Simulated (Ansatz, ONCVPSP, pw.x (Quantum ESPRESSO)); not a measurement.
# Hf (bcc): variants of one ONCV potential in the solid

```json
{"Element": "hafnium (Hf)", "Generator": "ONCVPSP 4.0.1.1 (patched build)", "Type": "optimised norm-conserving Vanderbilt (ONCV)", "Functional": "PBE", "Relativity": "scalar-relativistic", "Frozen core": "[Kr] 4d10 4f14", "Valence charge": "12", "Reference configuration": "5s2 5p6 5d2 6s0.5 (charge +1.5)", "Partial waves": "5s+6s: rc 1.60 bohr, ncon 4, nbas 7, qcut 7 1/bohr, 2 projectors; 5p: rc 1.85 bohr, ncon 3, nbas 6, qcut 8.5 1/bohr, 3 projectors, debl 2.9 Ha; 5d: rc 2.35 bohr, ncon 5, nbas 9, qcut 5.2 1/bohr, 3 projectors, debl 1.6 Ha", "Local potential": "polynomial inside 1.45 bohr (lpopt 5, dvloc0 6 Ha)", "Core correction": "Teter function, fcfact 5.25, rcfact 1.35"}
```

Crystal test: bcc Hf in pw.x 7.5, no spin, 13³ k-points, Fermi–Dirac smearing 0.01 Ry, cutoffs set for each file from its atomic test. The reference is all-electron LAPW (Ansatz 0.2.0) with the same functional, mesh and smearing; V0 and B0 come from Birch–Murnaghan fits to the pressures at five volumes. Errors are pseudo minus all-electron; Δ is the rms difference of the E(V) curves that follow from these fits, minima aligned, over ±6 % about the mean V0. Mesh and smearing are coarse, so the numbers serve the comparison and aren't converged zero-temperature values; the lattice is a test structure that the element need not adopt.

All-electron: a0 = 3.553 Å (V0 = 22.42 Å³/atom), B0 = 98.4 GPa.

Base: This is a poor potential for the solid.

1 further variants are left out: they gave no file fit for a test, a broken result, the same result as the base, or pressures whose basis-set error rivals the error shown.

A dash in a converged row means that the minimum lies outside the volumes sampled.

| change | cutoffs (Ry) | pw.x | a0 (Å) | a0 error (%) | B0 error (%) | Δ (meV/atom) | mean pressure error (GPa) |
| --- | --- | --- | --- | --- | --- | --- | --- |
| base | 60/240 | converged | 3.507 | -1.28 | -0.5 | 18.4 | -3.64 |
| reference 5s2 5p6 5d1; wave 5s+6s: rc 1.60 bohr, ncon 4, nbas 7, qcut 7 1/bohr, 2 projectors becomes 5s: rc 1.60 bohr, ncon 4, nbas 7, qcut 7 1/bohr, 2 projectors, debl 3.9 Ha | 60/240 | converged | – | – | – | – | -6.10 |
| local potential polynomial inside 1.02 bohr (lpopt 5, dvloc0 6 Ha) | 60/240 | converged | 3.504 | -1.38 | -0.9 | 19.7 | -3.89 |
| p: qcut 7.2 | 55/220 | converged | 3.509 | -1.25 | -0.8 | 17.8 | -3.53 |
| s: rc 2.38 | 60/240 | converged | 3.508 | -1.27 | -0.3 | 18.2 | -3.61 |
